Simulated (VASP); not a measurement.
# Cs (C2/m) in VASP: notebook

The runs below take Cs through single point, with PBEsol.

All numbers are computed with VASP 6.6.1; they aren't measurements. Logs are shortened: lines on timing, memory, paths and dates and some standing lists are left out, and cuts for length are marked.

**1. The structure**

Symmetry: C2/m, No. 12, monoclinic system. Conventional cell: a = 6.038 Å, b = 8.676 Å, c = 5.110 Å, α = 90.00°, β = 120.26°, γ = 90.00°.

This isn't the form of Cs at room conditions, which is bcc.

**2. Single point, PBEsol**

The input, INCAR:

```
ADDGRID = False
ALGO = Normal
EDIFF = 1E-6
ENCUT = 400
GGA = PS
ISIF = 2
ISMEAR = 1
LASPH = True
LCHARG = False
LREAL = False
LWAVE = False
NELM = 100
PREC = Accurate
SIGMA = 0.02
```

The input, KPOINTS:

```
k-points
0
Gamma
  8 8 8
```

The input, POSCAR:

```
Cs
1.0
    3.0286440000     -4.4025590000     -0.0553060000
    2.9811710000      4.3695220000      0.0984760000
   -2.5313490000      0.0923220000      4.3694900000
Cs
1
Direct
   -0.0054440000      0.0010830000      0.4979030000
```

Potentials or basis: VASP PAW PBE potentials, release 64 (Cs_sv).

Started as:

```console
> cat potpaw_PBE.64/Cs_sv/POTCAR > POTCAR
> mpirun -np 1 vasp_std > vasp.out
```

OUTCAR:

```text
EDIFF = 1E-6
   ENCUT = 400
   GGA = PS
   ISIF = 2
   ISMEAR = 1
   LASPH = True
   LREAL = False
   NELM = 100
   PREC = Accurate

 Found    260 irreducible k-points:

 Following reciprocal coordinates:
            Coordinates               Weight
  0.000000  0.000000  0.000000      1.000000
  0.125000 -0.000000 -0.000000      2.000000
  0.250000 -0.000000 -0.000000      2.000000
  0.375000 -0.000000  0.000000      2.000000
  0.500000 -0.000000 -0.000000      1.000000
 -0.000000  0.125000 -0.000000      2.000000
   k-points           NKPTS =    260   k-points in BZ     NKDIM =    260   number of bands    NBANDS=      8
   number of dos      NEDOS =    301   number of ions     NIONS =      1
   total plane-waves  NPLWV =  46656
   dimension x,y,z NGX =    36 NGY =   36 NGZ =   36
   dimension x,y,z NGXF=    72 NGYF=   72 NGZF=   72
   ions per type =               1
   NGX,Y,Z   is equivalent  to a cutoff of  11.20, 11.31, 11.85 a.u.
   NGXF,Y,Z  is equivalent  to a cutoff of  22.40, 22.62, 23.70 a.u.
 SYSTEM =  unknown system
   PREC   = accura    normal or accurate (medium, high low for compatibility)
   ISTART =      0    job   : 0-new  1-cont  2-samecut
   ICHARG =      2    charge: 1-file 2-atom 10-const
   ISPIN  =      1    spin polarized calculation?
   LNONCOLLINEAR =      F non collinear calculations
   LSORBIT =      F    spin-orbit coupling
   LASPH  =      T    aspherical Exc in radial PAW
   ENCUT  =  400.0 eV  29.40 Ry    5.42 a.u.   8.71  8.63  8.24*2*pi/ulx,y,z
   NELM   =    100;   NELMIN=  2; NELMDL= -5     # of ELM steps
   EDIFF  = 0.1E-05   stopping-criterion for ELM
   LREAL  =      F    real-space projection
   EDIFFG = 0.1E-04   stopping-criterion for IOM
   NSW    =      0    number of steps for IOM
   IBRION =     -1    ionic relax: 0-MD 1-quasi-New 2-CG
   NFREE  =      0    steps in history (QN), initial steepest desc. (CG)
   ISIF   =      2    stress and relaxation
   ISYM   =      2    0-nonsym 1-usesym 2-fastsym
   POTIM  = 0.5000    time-step for ionic-motion
   TEBEG  =    0.0;   TEEND  =   0.0 temperature during run
   PSTRESS=    0.0 pullay stress
   NELECT =       9.0000    total number of electrons
   NUPDOWN=      -1.0000    fix difference up-down
   EMIN   =  10.00;   EMAX   =-10.00  energy-range for DOS
   EFERMI =   0.00;   METHOD = LEGACY
   ISMEAR =     1;   SIGMA  =   0.02  broadening in eV -4-tet -1-fermi 0-gaus
   EFERMI_NEDOS =   21; number of points for ismear=-14 and -15
   IALGO  =     38    algorithm
   IMIX   =      4    mixing-type and parameters
     AMIX     =   0.40;   BMIX     =  1.00
     AMIX_MAG =   1.60;   BMIX_MAG =  1.00
  volume/ion in A,a.u.               =     115.62       780.22
  Fermi-wavevector in a.u.,A,eV,Ry     =   0.699009  1.320935  6.647991  0.488614
  Thomas-Fermi vector in A             =   1.782770
   LORBIT       =      0    0 simple, 1 ext, 2 COOP (PROOUT), +10 PAW based schemes
   GGA     = PS    functional components
   LHFCALC =     F    Hartree Fock is set to
   AEXX    =    0.0000 exact exchange contribution
   IVDW    =     0    specifies the selected vdW correction
   LEPSILON=     F    determine dielectric tensor
   LRPA    =     F    only Hartree local field effects (RPA)
 non-spin polarized calculation
 Methfessel and Paxton  Order N= 1 SIGMA  =   0.02
  energy-cutoff  :      400.00
  volume of cell :      115.62
 maximum number of plane-waves:      2122
   NGX = 17   NGY = 17   NGZ = 17

 number of electron       9.0000000 magnetization

 Free energy of the ion-electron system (eV)
  ---------------------------------------------------
  ext. energy  EPLUGINS =         0.00000000
  ---------------------------------------------------
  free energy    TOTEN  =        -0.93152928 eV

  energy without entropy =       -0.93154076  energy(sigma->0) =       -0.93153311

 E-fermi :   0.3681     XC(G=0):  -5.4615

 val. band max:        0.3592083985   @ k =   0.5000   0.3750   0.0000
 cond. band min:       0.3700460450   @ k =   0.5000   0.3750   0.1250
 fundamental gap:      0.0108376466
 Fermi energy:         0.3681253001

 k-point     1 :       0.0000    0.0000    0.0000
  band No.  band energies     occupation
      1     -23.4954      2.00000
      2     -10.2263      2.00000
      3     -10.2170      2.00000
      4     -10.1991      2.00000
      5      -1.3147      2.00000
      6       2.5616      0.00000
      7       2.7986      0.00000
      8       3.0538      0.00000

 k-point     2 :       0.1250   -0.0000   -0.0000
  band No.  band energies     occupation
      1     -23.4947      2.00000
      2     -10.2417      2.00000
      3     -10.2226      2.00000
      4     -10.2008      2.00000
      5      -1.1547      2.00000
      6       2.4341      0.00000
      7       2.5686      0.00000
      8       3.1246      0.00000

 k-point     3 :       0.2500   -0.0000   -0.0000
  band No.  band energies     occupation
      1     -23.4930      2.00000
      2     -10.2827      2.00000
      3     -10.2329      2.00000
      4     -10.2039      2.00000
      5      -0.7090      2.00000
      6       1.9850      0.00000
      7       2.1745      0.00000
      8       3.5304      0.00000

 k-point     4 :       0.3750   -0.0000    0.0000
  band No.  band energies     occupation
      1     -23.4913      2.00000
      2     -10.3233      2.00000
      3     -10.2430      2.00000
      4     -10.2064      2.00000
      5      -0.0954      2.00000
      6       1.4393      0.00000
      7       1.9562      0.00000
      8       4.0271      0.00000

 k-point     5 :       0.5000   -0.0000   -0.0000
  band No.  band energies     occupation
      1     -23.4906      2.00000
      2     -10.3399      2.00000
      3     -10.2472      2.00000
      4     -10.2073      2.00000
      5       0.3204      2.00376
      6       1.1113      0.00000
      7       1.8746      0.00000
      8       3.9044      0.00000

 k-point     6 :      -0.0000    0.1250   -0.0000
  band No.  band energies     occupation
      1     -23.4947      2.00000
      2     -10.2414      2.00000
      3     -10.2239      2.00000
      4     -10.2001      2.00000
      5      -1.1570      2.00000
      6       2.4527      0.00000
      7       2.5761      0.00000
      8       3.1455      0.00000

 [... further k-points ...]
[... 5 lines left out ...]
  --------------------------------------------------------------------------------------
  -------------------------------------------------------------------------------------
  Total       -0.0734334     -0.0776224     -0.1030238      0.0116428     -0.0139655     -0.0478822
  in kB       -1.0176198     -1.0756693     -1.4276746      0.1613430     -0.1935302     -0.6635387
  external PRESSURE =      -1.1736546 kB  Pullay stress =       0.0000000 kB

 VOLUME and BASIS-vectors are now :
 -----------------------------------------------------------------------------
  energy-cutoff  :      400.00
  volume of cell :      115.62
      direct lattice vectors                 reciprocal lattice vectors
     3.028644000 -4.402559000 -0.055306000     0.165058960 -0.114823640  0.098048647
     2.981171000  4.369522000  0.098476000     0.166342001  0.113250823  0.093973007
    -2.531349000  0.092322000  4.369490000    -0.001659677 -0.004005713  0.227982806

 POSITION                                       TOTAL-FORCE (eV/Angst)
 -----------------------------------------------------------------------------------
      1.75502     -4.32789      2.12068         0.000000     -0.000000      0.000000
 -----------------------------------------------------------------------------------
    total drift:                               -0.000009     -0.000001     -0.000001

  FREE ENERGIE OF THE ION-ELECTRON SYSTEM (eV)
  ---------------------------------------------------
  free  energy   TOTEN  =        -0.9315292776 eV

  energy  without entropy=       -0.9315407632  energy(sigma->0) =       -0.93153311
```

It took 89 s on 1 thread of Intel Xeon Platinum 8488C (Sapphire Rapids), shared host; peak memory 0.3 GiB.

These settings aren't checked as converged: the numbers below hold their error.

What came out:

```yaml
Free_energy: -0.9315 eV
Pressure: -0.1 GPa
Band_gap_on_the_k_mesh: none (metal or under the smearing width)
```

Caveat: the PAW data sets were made with another functional, which shifts forces and pressure a little.

**3. Single point, PBEsol**

INCAR: that of step 2 with these lines changed.

```diff
@@ -12,3 +12,3 @@
 NELM = 100
-PREC = Accurate
-SIGMA = 0.02
+PREC = Low
+SIGMA = 0.1
```

KPOINTS is that of step 2.

The input, POSCAR:

```
Cs
1.0
    3.0190110000     -4.3381320000      0.0000000000
    3.0190110000      4.3381320000      0.0000000000
   -2.5749360000      0.0000000000      4.4138870000
Cs
1
Direct
    0.0000000000      0.0000000000      0.5000000000
```

Potentials or basis: VASP PAW PBE potentials, release 64 (Cs_sv).

Started as:

```console
> cat potpaw_PBE.64/Cs_sv/POTCAR > POTCAR
> mpirun -np 1 vasp_std > vasp.out
```

OUTCAR:

```text
EDIFF = 1E-6
   ENCUT = 400
   GGA = PS
   ISIF = 2
   ISMEAR = 1
   LASPH = True
   LREAL = False
   NELM = 100
   PREC = Low

 Found    150 irreducible k-points:

 Following reciprocal coordinates:
            Coordinates               Weight
  0.000000  0.000000  0.000000      1.000000
  0.125000  0.000000 -0.000000      4.000000
  0.250000  0.000000 -0.000000      4.000000
  0.375000  0.000000 -0.000000      4.000000
  0.500000  0.000000 -0.000000      2.000000
  0.125000  0.125000 -0.000000      2.000000
   k-points           NKPTS =    150   k-points in BZ     NKDIM =    150   number of bands    NBANDS=      8
[... 133 lines left out ...]
      4     -10.2078      2.00000
      5      -0.8595      2.00000
      6       2.1811     -0.00000
      7       2.2633     -0.00000
      8       3.4427      0.00000

 [... further k-points ...]
[... 5 lines left out ...]
  --------------------------------------------------------------------------------------
  -------------------------------------------------------------------------------------
  Total       -0.0755344     -0.0742992     -0.0892616      0.0000000      0.0000000     -0.0347388
  in kB       -1.0467354     -1.0296180     -1.2369630      0.0000000      0.0000000     -0.4814007
  external PRESSURE =      -1.1044388 kB  Pullay stress =       0.0000000 kB

 VOLUME and BASIS-vectors are now :
 -----------------------------------------------------------------------------
  energy-cutoff  :      400.00
  volume of cell :      115.62
      direct lattice vectors                 reciprocal lattice vectors
     3.019011000 -4.338132000  0.000000000     0.165617151 -0.115256982  0.096616330
     3.019011000  4.338132000  0.000000000     0.165617151  0.115256982  0.096616330
    -2.574936000  0.000000000  4.413887000     0.000000000  0.000000000  0.226557680

 POSITION                                       TOTAL-FORCE (eV/Angst)
 -----------------------------------------------------------------------------------
     -1.28747      0.00000      2.20694        -0.000000      0.000000      0.000000
 -----------------------------------------------------------------------------------
    total drift:                               -0.000000     -0.000000     -0.000000

  FREE ENERGIE OF THE ION-ELECTRON SYSTEM (eV)
  ---------------------------------------------------
  free  energy   TOTEN  =        -0.9321269412 eV

  energy  without entropy=       -0.9318419874  energy(sigma->0) =       -0.93203196
```

Wall time 27 s (1 thread of Intel Xeon Platinum 8488C (Sapphire Rapids), shared host); peak memory 0.18 GiB.

The run converged, but some of its settings lie outside the range that counts as converged, so its numbers aren't taken as properties of the crystal.

What came out:

| Item | Value |
| --- | --- |
| Free energy | -0.9321 eV |
| Pressure | -0.1 GPa |
| Band gap on the k mesh | none (metal or under the smearing width) |

Caveat: the PAW data sets were made with another functional, which shifts forces and pressure a little.

**4. Single point, PBEsol**

INCAR is that of step 3.

KPOINTS is that of step 3.

The input, POSCAR:

```
Cs
1.0
    3.0286440000     -4.4025590000     -0.0553060000
    2.9811710000      4.3695220000      0.0984760000
   -2.5313490000      0.0923220000      4.3694900000
Cs
1
Direct
   -0.0054440000      0.0010830000      0.4979030000
```

Potentials or basis: VASP PAW PBE potentials, release 64 (Cs_sv).

Started as:

```console
> cat potpaw_PBE.64/Cs_sv/POTCAR > POTCAR
> mpirun -np 1 vasp_std > vasp.out
```

OUTCAR:

```text
EDIFF = 1E-6
   ENCUT = 400
   GGA = PS
   ISIF = 2
   ISMEAR = 1
   LASPH = True
   LREAL = False
   NELM = 100
   PREC = Low

 Found    260 irreducible k-points:

 Following reciprocal coordinates:
            Coordinates               Weight
  0.000000  0.000000  0.000000      1.000000
  0.125000 -0.000000 -0.000000      2.000000
  0.250000 -0.000000 -0.000000      2.000000
  0.375000 -0.000000  0.000000      2.000000
  0.500000 -0.000000 -0.000000      1.000000
 -0.000000  0.125000 -0.000000      2.000000
   k-points           NKPTS =    260   k-points in BZ     NKDIM =    260   number of bands    NBANDS=      8
   number of dos      NEDOS =    301   number of ions     NIONS =      1
   total plane-waves  NPLWV =  21952
   dimension x,y,z NGX =    28 NGY =   28 NGZ =   28
   dimension x,y,z NGXF=    28 NGYF=   28 NGZF=   28
   ions per type =               1
   NGX,Y,Z   is equivalent  to a cutoff of   8.71,  8.80,  9.22 a.u.
   NGXF,Y,Z  is equivalent  to a cutoff of   8.71,  8.80,  9.22 a.u.
 SYSTEM =  unknown system
   PREC   = low       normal or accurate (medium, high low for compatibility)
   ISTART =      0    job   : 0-new  1-cont  2-samecut
   ICHARG =      2    charge: 1-file 2-atom 10-const
   ISPIN  =      1    spin polarized calculation?
   LNONCOLLINEAR =      F non collinear calculations
   LSORBIT =      F    spin-orbit coupling
   LASPH  =      T    aspherical Exc in radial PAW
   ENCUT  =  400.0 eV  29.40 Ry    5.42 a.u.   8.71  8.63  8.24*2*pi/ulx,y,z
   NELM   =    100;   NELMIN=  2; NELMDL= -5     # of ELM steps
   EDIFF  = 0.1E-05   stopping-criterion for ELM
   LREAL  =      F    real-space projection
   EDIFFG = 0.1E-04   stopping-criterion for IOM
   NSW    =      0    number of steps for IOM
   IBRION =     -1    ionic relax: 0-MD 1-quasi-New 2-CG
   NFREE  =      0    steps in history (QN), initial steepest desc. (CG)
   ISIF   =      2    stress and relaxation
   ISYM   =      2    0-nonsym 1-usesym 2-fastsym
   POTIM  = 0.5000    time-step for ionic-motion
   TEBEG  =    0.0;   TEEND  =   0.0 temperature during run
   PSTRESS=    0.0 pullay stress
   NELECT =       9.0000    total number of electrons
   NUPDOWN=      -1.0000    fix difference up-down
   EMIN   =  10.00;   EMAX   =-10.00  energy-range for DOS
   EFERMI =   0.00;   METHOD = LEGACY
   ISMEAR =     1;   SIGMA  =   0.10  broadening in eV -4-tet -1-fermi 0-gaus
   EFERMI_NEDOS =   21; number of points for ismear=-14 and -15
   IALGO  =     38    algorithm
   IMIX   =      4    mixing-type and parameters
     AMIX     =   0.40;   BMIX     =  1.00
     AMIX_MAG =   1.60;   BMIX_MAG =  1.00
  volume/ion in A,a.u.               =     115.62       780.22
  Fermi-wavevector in a.u.,A,eV,Ry     =   0.699009  1.320935  6.647991  0.488614
  Thomas-Fermi vector in A             =   1.782770
   LORBIT       =      0    0 simple, 1 ext, 2 COOP (PROOUT), +10 PAW based schemes
   GGA     = PS    functional components
   LHFCALC =     F    Hartree Fock is set to
   AEXX    =    0.0000 exact exchange contribution
   IVDW    =     0    specifies the selected vdW correction
   LEPSILON=     F    determine dielectric tensor
   LRPA    =     F    only Hartree local field effects (RPA)
 non-spin polarized calculation
 Methfessel and Paxton  Order N= 1 SIGMA  =   0.10
  energy-cutoff  :      400.00
  volume of cell :      115.62
 maximum number of plane-waves:      2122
   NGX = 17   NGY = 17   NGZ = 17

 number of electron       8.9999907 magnetization

 Free energy of the ion-electron system (eV)
  ---------------------------------------------------
  ext. energy  EPLUGINS =         0.00000000
  ---------------------------------------------------
  free energy    TOTEN  =        -0.93170964 eV

  energy without entropy =       -0.93150825  energy(sigma->0) =       -0.93164251

 E-fermi :   0.3699     XC(G=0):  -5.4617

 val. band max:        0.3697864187   @ k =   0.5000   0.3750   0.1250
 cond. band min:       0.3758883717   @ k =   0.5000   0.5000  -0.0000
 fundamental gap:      0.0061019530
 Fermi energy:         0.3698760159

 k-point     1 :       0.0000    0.0000    0.0000
  band No.  band energies     occupation
      1     -23.4961      2.00000
      2     -10.2263      2.00000
      3     -10.2176      2.00000
      4     -10.2004      2.00000
      5      -1.3149      2.00000
      6       2.5615      0.00000
      7       2.7985      0.00000
      8       3.0535      0.00000
[... 45 lines left out ...]
 k-point     6 :      -0.0000    0.1250   -0.0000
  band No.  band energies     occupation
      1     -23.4953      2.00000
      2     -10.2415      2.00000
      3     -10.2243      2.00000
      4     -10.2015      2.00000
      5      -1.1572      2.00000
      6       2.4526      0.00000
      7       2.5760      0.00000
      8       3.1452      0.00000

 [... further k-points ...]
[... 5 lines left out ...]
  --------------------------------------------------------------------------------------
  -------------------------------------------------------------------------------------
  Total       -0.0757435     -0.0761040     -0.0799256      0.0096464     -0.0008453     -0.0503000
  in kB       -1.0496330     -1.0546282     -1.1075863      0.1336775     -0.0117137     -0.6970435
  external PRESSURE =      -1.0706158 kB  Pullay stress =       0.0000000 kB

 VOLUME and BASIS-vectors are now :
 -----------------------------------------------------------------------------
  energy-cutoff  :      400.00
  volume of cell :      115.62
      direct lattice vectors                 reciprocal lattice vectors
     3.028644000 -4.402559000 -0.055306000     0.165058960 -0.114823640  0.098048647
     2.981171000  4.369522000  0.098476000     0.166342001  0.113250823  0.093973007
    -2.531349000  0.092322000  4.369490000    -0.001659677 -0.004005713  0.227982806

 POSITION                                       TOTAL-FORCE (eV/Angst)
 -----------------------------------------------------------------------------------
      1.75502     -4.32789      2.12068         0.000000      0.000000      0.000000
 -----------------------------------------------------------------------------------
    total drift:                                0.000063     -0.000343      0.000330

  FREE ENERGIE OF THE ION-ELECTRON SYSTEM (eV)
  ---------------------------------------------------
  free  energy   TOTEN  =        -0.9317096379 eV

  energy  without entropy=       -0.9315082543  energy(sigma->0) =       -0.93164251
```

stdout:

```text
POSCAR found type information on POSCAR Cs
 POSCAR found :  1 types and       1 ions
 scaLAPACK will be used
 -----------------------------------------------------------------------------
|                                                                             |
|                                                                             |
|     You enforced a specific xc type in the INCAR file but a different       |
|     I HOPE YOU KNOW WHAT YOU ARE DOING!                                     |
|                                                                             |
 -----------------------------------------------------------------------------

 LDA part: xc-table for (Slater+PW92), standard interpolation
 POSCAR, INCAR and KPOINTS ok, starting setup
 FFT: planning ... GRIDC
 FFT: planning ... GRID_SOFT
 FFT: planning ... GRID
 WAVECAR not read
 entering main loop
```

It took 55 s on 1 thread of Intel Xeon Platinum 8488C (Sapphire Rapids), shared host; peak memory 0.24 GiB.

The run converged, but some of its settings lie outside the range that counts as converged, so its numbers aren't taken as properties of the crystal.

Results:

* Free energy: -0.9317 eV
* Pressure: -0.1 GPa
* Band gap on the k mesh: none (metal or under the smearing width)

Caveat: the PAW data sets were made with another functional, which shifts forces and pressure a little.

**5. For comparison**

An earlier run on the cell as given: functional PBE; potentials or basis VASP PAW PBE potentials, release 64 (Cs_sv); cutoff 520 eV; k mesh 6 × 6 × 6; occupations fermi-dirac, width 0.05 eV; no spin polarisation.

- Pressure: 0.0 GPa
- Band gap on the k mesh: none (metal or under the smearing width)
